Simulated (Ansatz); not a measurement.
## By hand: formation energy of AlSb (zinc blende, F-43m) from the elements

Consider the formation energy of AlSb (zinc blende, F-43m) from the elements. Reaction: Sb (R-3m) + Al (fcc) → AlSb (zinc blende). Negative: the products are lower in energy. The value is per atom of the solid.

AlSb (zinc blende, F-43m), 2 atoms in the cell. Conventional cell: a = 6.1497 Å, b = 6.1497 Å, c = 6.1497 Å, α = 90.00°, β = 90.00°, γ = 90.00°.

Ansatz (a program for electronic structure) with PAW potentials; structures come from PBE+D3(BJ) relaxations, nuclei static, no net charge. Ansatz runs with its default PAW set. Other levels take these structures. The lattices are those relaxed with PBE+D3(BJ), so at other levels the solids can be strained, which adds to the spread. A dispersion term (D3(BJ), or D4 for r2SCAN) was computed beside these levels and is taken off wherever the name lacks it. Spin-orbit coupling is left out.

Total energies of the cells in eV, at zero smearing width. They compare only within one column; the weights balance every element.

```csv
cell,atoms,weight,PBE,LDA
AlSb (zinc blende),2,+2,-7022.32560,-6848.99288
Sb (R-3m),2,−1,-12968.94993,-12671.63766
Al (fcc),1,−2,-537.49609,-512.87901
```

PBE: 2 × (-7022.32560) − (-12968.94993) − 2 × (-537.49609) = -0.709 eV; dividing by 4 atoms gives -0.18 eV/atom.

LDA: 2 × (-6848.99288) − (-12671.63766) − 2 × (-512.87901) = -0.590 eV; dividing by 4 atoms gives -0.15 eV/atom.

What follows from the PBE value: A formula unit of AlSb has 2 atoms, so it forms with -0.1773 × 2 = -0.355 eV, or -34.3 kJ/mol at 96.485 kJ/mol per eV.
